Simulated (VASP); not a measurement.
# KF (Fm-3m) in VASP: a series of runs

One crystal, KF, is run at these levels: LDA; tasks: single point.

Program: VASP 6.6.1. These are calculated values, not measurements. Logs are shortened: lines on timing, memory, paths and dates and some standing lists are left out, and cuts for length are marked.

**1. The crystal as given**

It takes space group Fm-3m (No. 225, cubic). Conventional cell: a = 5.347 Å, b = 5.347 Å, c = 5.347 Å, α = 90.00°, β = 90.00°, γ = 90.00°. K (site symmetry m-3m) is surrounded by 6 F at 2.67 Å. F (site symmetry m-3m) has 6 K at 2.67 Å as nearest neighbours.

**2. Single point, LDA**

INCAR reads:

```
SYSTEM = KF
PREC     = Accurate       ! precision mode
ENCUT    = 520            ! plane-wave cutoff, eV
EDIFF    = 1E-7           ! SCF threshold, eV
ISMEAR   = 0              ! smearing method
SIGMA    = 0.05           ! smearing width, eV
LREAL    = .FALSE.        ! projectors in reciprocal space
LASPH    = .TRUE.         ! aspherical terms in the spheres
NELM     = 60             ! most SCF steps
ALGO     = Fast           ! electronic algorithm
ISIF     = 2              ! what is computed and relaxed
LWAVE    = .FALSE.        ! write WAVECAR
LCHARG   = .FALSE.        ! write CHGCAR
NBANDS   = 15             ! bands
```

KPOINTS reads:

```
regular mesh
0
G
  8 8 8
  0 0 0
```

POSCAR reads:

```
KF
1.0
    0.0000000000      2.6735000000      2.6735000000
    2.6735000000      0.0000000000      2.6735000000
    2.6735000000      2.6735000000      0.0000000000
K F
1 1
Direct
    0.0000000000      0.0000000000      0.0000000000
    0.5000000000      0.5000000000      0.5000000000
```

Potentials or basis: VASP PAW LDA potentials, release 64 (K_sv, F).

Run with:

```sh
$ cat potpaw_LDA.64/K_sv/POTCAR potpaw_LDA.64/F/POTCAR > POTCAR
$ mpirun -np 1 vasp_std > vasp.out
```

OUTCAR:

```text
SYSTEM = KF
   PREC = Accurate
   ENCUT = 520
   EDIFF = 1E-7
   ISMEAR = 0
   LREAL = .FALSE.
   LASPH = .TRUE.
   NELM = 60
   ISIF = 2

 ion  position               nearest neighbor table
   1  0.000  0.000  0.000-   2 2.67   2 2.67   2 2.67   2 2.67   2 2.67   2 2.67
   2  0.500  0.500  0.500-   1 2.67   1 2.67   1 2.67   1 2.67   1 2.67   1 2.67

  LATTYP: Found a face centered cubic cell.
 ALAT       =     5.3470000000

  Lattice vectors:

 A1 = (   0.0000000000,   2.6735000000,   2.6735000000)
 A2 = (   2.6735000000,   0.0000000000,   2.6735000000)
 A3 = (   2.6735000000,   2.6735000000,   0.0000000000)

Analysis of symmetry for initial positions (statically):
=====================================================================
 Subroutine PRICEL returns:
 Original cell was already a primitive cell.

 Routine SETGRP: Setting up the symmetry group for a
 face centered cubic supercell.

 Subroutine GETGRP returns: Found 48 space group operations
 (whereof 48 operations were pure point group operations)
 out of a pool of 48 trial point group operations.

The static configuration has the point symmetry O_h .

Analysis of symmetry for dynamics (positions and initial velocities):
=====================================================================
 Subroutine PRICEL returns:
 Original cell was already a primitive cell.

 Routine SETGRP: Setting up the symmetry group for a
 face centered cubic supercell.

 Subroutine GETGRP returns: Found 48 space group operations
 (whereof 48 operations were pure point group operations)
 out of a pool of 48 trial point group operations.

The dynamic configuration has the point symmetry O_h .

 Subroutine INISYM returns: Found 48 space group operations
 (whereof 48 operations are pure point group operations),
 and found     1 'primitive' translations

----------------------------------------------------------------------------------------

                                     Primitive cell

  volume of cell :      38.2182

  direct lattice vectors                    reciprocal lattice vectors
     0.000000000  2.673500000  2.673500000    -0.187020759  0.187020759  0.187020759
     2.673500000  0.000000000  2.673500000     0.187020759 -0.187020759  0.187020759
     2.673500000  2.673500000  0.000000000     0.187020759  0.187020759 -0.187020759

  length of vectors
     3.780899959  3.780899959  3.780899959     0.323929457  0.323929457  0.323929457

  position of ions in fractional coordinates (direct lattice)
     0.000000000  0.000000000  0.000000000
     0.500000000  0.500000000  0.500000000

  ion indices of the primitive-cell ions
   primitive index   ion index
                 1           1
                 2           2

----------------------------------------------------------------------------------------

 KPOINTS: regular mesh

Automatic generation of k-mesh.
 Grid dimensions read from file:
 generate k-points for:    8    8    8

 Generating k-lattice:

  Cartesian coordinates                     Fractional coordinates (reciprocal lattice)
    -0.023377595  0.023377595  0.023377595     0.125000000  0.000000000  0.000000000
     0.023377595 -0.023377595  0.023377595     0.000000000  0.125000000  0.000000000
     0.023377595  0.023377595 -0.023377595     0.000000000  0.000000000  0.125000000

  Length of vectors
     0.040491182  0.040491182  0.040491182

  Shift w.r.t. Gamma in fractional coordinates (k-lattice)
     0.000000000  0.000000000  0.000000000

 Subroutine IBZKPT returns following result:
 ===========================================

 Found     29 irreducible k-points:

 Following reciprocal coordinates:
            Coordinates               Weight
  0.000000  0.000000  0.000000      1.000000
  0.125000  0.000000  0.000000      8.000000
  0.250000  0.000000  0.000000      8.000000
  0.375000  0.000000  0.000000      8.000000
  0.500000  0.000000  0.000000      4.000000
  0.125000  0.125000  0.000000      6.000000
[... 16 lines left out ...]
  0.500000  0.250000  0.125000     48.000000
 -0.375000  0.250000  0.125000     24.000000
 [... further k-points ...]
   k-points           NKPTS =     29   k-points in BZ     NKDIM =     29   number of bands    NBANDS=     15
   number of dos      NEDOS =    301   number of ions     NIONS =      2
   total plane-waves  NPLWV =  21952
   dimension x,y,z NGX =    28 NGY =   28 NGZ =   28
   dimension x,y,z NGXF=    56 NGYF=   56 NGZF=   56
   ions per type =               1   1
   NGX,Y,Z   is equivalent  to a cutoff of  12.31, 12.31, 12.31 a.u.
   NGXF,Y,Z  is equivalent  to a cutoff of  24.62, 24.62, 24.62 a.u.
 SYSTEM =  KF
   PREC   = accura    normal or accurate (medium, high low for compatibility)
   ISTART =      0    job   : 0-new  1-cont  2-samecut
   ICHARG =      2    charge: 1-file 2-atom 10-const
   ISPIN  =      1    spin polarized calculation?
   LNONCOLLINEAR =      F non collinear calculations
   LSORBIT =      F    spin-orbit coupling
   LASPH  =      T    aspherical Exc in radial PAW
   ENCUT  =  520.0 eV  38.22 Ry    6.18 a.u.   7.03  7.03  7.03*2*pi/ulx,y,z
   NELM   =     60;   NELMIN=  2; NELMDL= -5     # of ELM steps
   EDIFF  = 0.1E-06   stopping-criterion for ELM
   LREAL  =      F    real-space projection
   EDIFFG = 0.1E-05   stopping-criterion for IOM
   NSW    =      0    number of steps for IOM
   IBRION =     -1    ionic relax: 0-MD 1-quasi-New 2-CG
   NFREE  =      0    steps in history (QN), initial steepest desc. (CG)
   ISIF   =      2    stress and relaxation
   ISYM   =      2    0-nonsym 1-usesym 2-fastsym
   POTIM  = 0.5000    time-step for ionic-motion
   TEBEG  =    0.0;   TEEND  =   0.0 temperature during run
   PSTRESS=    0.0 pullay stress
   NELECT =      16.0000    total number of electrons
   NUPDOWN=      -1.0000    fix difference up-down
   EMIN   =  10.00;   EMAX   =-10.00  energy-range for DOS
   EFERMI =   0.00;   METHOD = LEGACY
   ISMEAR =     0;   SIGMA  =   0.05  broadening in eV -4-tet -1-fermi 0-gaus
   EFERMI_NEDOS =   21; number of points for ismear=-14 and -15
   IALGO  =     68    algorithm
   IMIX   =      4    mixing-type and parameters
     AMIX     =   0.40;   BMIX     =  1.00
     AMIX_MAG =   1.60;   BMIX_MAG =  1.00
  volume/ion in A,a.u.               =      19.11       128.95
  Fermi-wavevector in a.u.,A,eV,Ry     =   1.224686  2.314320 20.406766  1.499855
  Thomas-Fermi vector in A             =   2.359751
   LORBIT       =      0    0 simple, 1 ext, 2 COOP (PROOUT), +10 PAW based schemes
   GGA     = CA    functional components
   LHFCALC =     F    Hartree Fock is set to
   AEXX    =    0.0000 exact exchange contribution
   IVDW    =     0    specifies the selected vdW correction
   LEPSILON=     F    determine dielectric tensor
   LRPA    =     F    only Hartree local field effects (RPA)
 non-spin polarized calculation
 RMM-DIIS sequential band-by-band and
 Gauss-broadening in eV      SIGMA  =   0.05
  energy-cutoff  :      520.00
  volume of cell :       38.22
 maximum number of plane-waves:      1056
   NGX = 13   NGY = 13   NGZ = 13

 number of electron      16.0000001 magnetization

 Free energy of the ion-electron system (eV)
  ---------------------------------------------------
  ext. energy  EPLUGINS =         0.00000000
  ---------------------------------------------------
  free energy    TOTEN  =        -9.03280812 eV

  energy without entropy =       -9.03280812  energy(sigma->0) =       -9.03280812

 E-fermi :  -3.0298     XC(G=0):  -9.1134

 val. band max:       -3.2367130876   @ k =   0.0000   0.0000   0.0000
 cond. band min:       2.5455686351   @ k =   0.0000   0.0000   0.0000
 fundamental gap:      5.7822817228
 Fermi energy:        -3.0297534749

 k-point     1 :       0.0000    0.0000    0.0000
  band No.  band energies     occupation
      1     -28.8735      2.00000
      2     -21.4517      2.00000
      3     -12.3473      2.00000
      4     -12.3473      2.00000
      5     -12.3473      2.00000
      6      -3.2367      2.00000
      7      -3.2367      2.00000
      8      -3.2367      2.00000
      9       2.5456      0.00000
     10       7.2724      0.00000
     11       7.2724      0.00000
     12       7.2724      0.00000
     13       9.0027      0.00000
     14       9.0027      0.00000
     15      13.1265      0.00000

 k-point     2 :       0.1250    0.0000    0.0000
  band No.  band energies     occupation
      1     -28.8586      2.00000
      2     -21.4665      2.00000
      3     -12.3908      2.00000
      4     -12.3531      2.00000
      5     -12.3531      2.00000
      6      -3.3883      2.00000
      7      -3.2920      2.00000
      8      -3.2920      2.00000
      9       2.9871      0.00000
     10       6.9887      0.00000
     11       7.4886      0.00000
     12       7.4886      0.00000
     13       9.1497      0.00000
     14       9.1497      0.00000
     15      13.9324      0.00000

 k-point     3 :       0.2500    0.0000    0.0000
  band No.  band energies     occupation
      1     -28.8221      2.00000
      2     -21.5007      2.00000
      3     -12.4947      2.00000
      4     -12.3669      2.00000
      5     -12.3669      2.00000
      6      -3.7054      2.00000
      7      -3.4223      2.00000
      8      -3.4223      2.00000
      9       4.0797      0.00000
     10       6.5947      0.00000
     11       8.0265      0.00000
     12       8.0265      0.00000
     13       9.6082      0.00000
     14       9.6082      0.00000
     15      15.1317      0.00000
[... 343 lines left out ...]
 k-point    23 :       0.5000    0.2500    0.1250
  band No.  band energies     occupation
      1     -28.7687      2.00000
      2     -21.5185      2.00000
      3     -12.6440      2.00000
      4     -12.5636      2.00000
      5     -12.4166      2.00000
      6      -3.8318      2.00000
      7      -3.5476      2.00000
      8      -3.4021      2.00000
      9       5.6559      0.00000
     10       6.1055      0.00000
     11       8.3708      0.00000
     12       9.2303      0.00000
     13      10.1748      0.00000
     14      11.1786      0.00000
     15      12.6762      0.00000

 k-point    24 :      -0.3750    0.2500    0.1250
  band No.  band energies     occupation
      1     -28.7569      2.00000
      2     -21.5242      2.00000
      3     -12.6915      2.00000
      4     -12.5818      2.00000
      5     -12.4246      2.00000
      6      -3.8388      2.00000
      7      -3.5266      2.00000
      8      -3.5017      2.00000
      9       5.8612      0.00000
     10       6.5264      0.00000
     11       8.2919      0.00000
     12       9.3875      0.00000
     13      10.6803      0.00000
     14      11.6789      0.00000
     15      11.8130      0.00000

 [... further k-points ...]
[... 5 lines left out ...]
  --------------------------------------------------------------------------------------
  -------------------------------------------------------------------------------------
  Total       -0.8244957     -0.8244957     -0.8244957      0.0000000     -0.0000000      0.0000000
  in kB      -34.5643521    -34.5643521    -34.5643521      0.0000000     -0.0000000      0.0000000
  external PRESSURE =     -34.5643521 kB  Pullay stress =       0.0000000 kB

 VOLUME and BASIS-vectors are now :
 -----------------------------------------------------------------------------
  energy-cutoff  :      520.00
  volume of cell :       38.22
      direct lattice vectors                 reciprocal lattice vectors
     0.000000000  2.673500000  2.673500000    -0.187020759  0.187020759  0.187020759
     2.673500000  0.000000000  2.673500000     0.187020759 -0.187020759  0.187020759
     2.673500000  2.673500000  0.000000000     0.187020759  0.187020759 -0.187020759

 POSITION                                       TOTAL-FORCE (eV/Angst)
 -----------------------------------------------------------------------------------
      0.00000      0.00000      0.00000        -0.000000      0.000000     -0.000000
      2.67350      2.67350      2.67350         0.000000     -0.000000      0.000000
 -----------------------------------------------------------------------------------
    total drift:                                0.000000      0.000000      0.000000

  FREE ENERGIE OF THE ION-ELECTRON SYSTEM (eV)
  ---------------------------------------------------
  free  energy   TOTEN  =        -9.0328081228 eV

  energy  without entropy=       -9.0328081228  energy(sigma->0) =       -9.03280812
```

It took 34 s on 1 thread of Intel Xeon Platinum 8375C at 2.90GHz (Ice Lake), shared host; peak memory 0.14 GiB.

What came out:

```yaml
Free_energy: -9.0328 eV
Pressure: -3.5 GPa
Band_gap_on_the_k_mesh: 5.78 eV, direct
```

Levels at points of the mesh, in eV from the valence-band top:
```tsv
k point	band 5	band 6	band 7	band 8	band 9	band 10	band 11	band 12
(0.00, 0.00, 0.00)	-9.11	0.00	0.00	0.00	5.78	10.51	10.51	10.51
(0.50, 0.00, 0.00)	-9.15	-0.84	-0.36	-0.36	8.77	10.20	11.96	11.96
(0.50, 0.50, 0.00)	-9.34	-0.21	-0.06	-0.06	7.90	10.10	11.38	13.57
```

**3. Single point, LDA**

INCAR reads:

```
ALGO = Normal
EDIFF = 1E-7
ENCUT = 520
ISIF = 2
ISMEAR = 0
LASPH = True
LCHARG = False
LREAL = False
LWAVE = False
NBANDS = 15
NELM = 60
PREC = Accurate
SIGMA = 0.05
```

KPOINTS reads:

```
k-points
0
Gamma
  8 8 8
```

POSCAR is that of step 2.

Potentials or basis: VASP PAW LDA potentials, release 64 (K_sv, F).

Run with:

```sh
$ cat potpaw_LDA.64/K_sv/POTCAR potpaw_LDA.64/F/POTCAR > POTCAR
$ mpirun -np 1 vasp_std > vasp.out
```

Wall time 27 s (1 thread of Intel Xeon Platinum 8375C at 2.90GHz (Ice Lake), shared host); peak memory 0.14 GiB.

Results (log left out):

```
Free energy            : -9.0328 eV
Pressure               : -3.5 GPa
Band gap on the k mesh : 5.78 eV, direct
```

Levels at points of the mesh, in eV from the valence-band top:
```
           k point  band 4  band 5  band 6  band 7  band 8  band 9  band 10  band 11  band 12  band 13
(0.00, 0.00, 0.00)   -9.11   -9.11    0.00    0.00    0.00    5.78    10.51    10.51    10.51    12.24
(0.50, 0.00, 0.00)   -9.15   -9.15   -0.84   -0.36   -0.36    8.77    10.20    11.96    11.96    14.31
(0.50, 0.50, 0.00)   -9.34   -9.34   -0.21   -0.06   -0.06    7.90    10.10    11.38    13.57    14.27
```

A k mesh can miss the band edges.
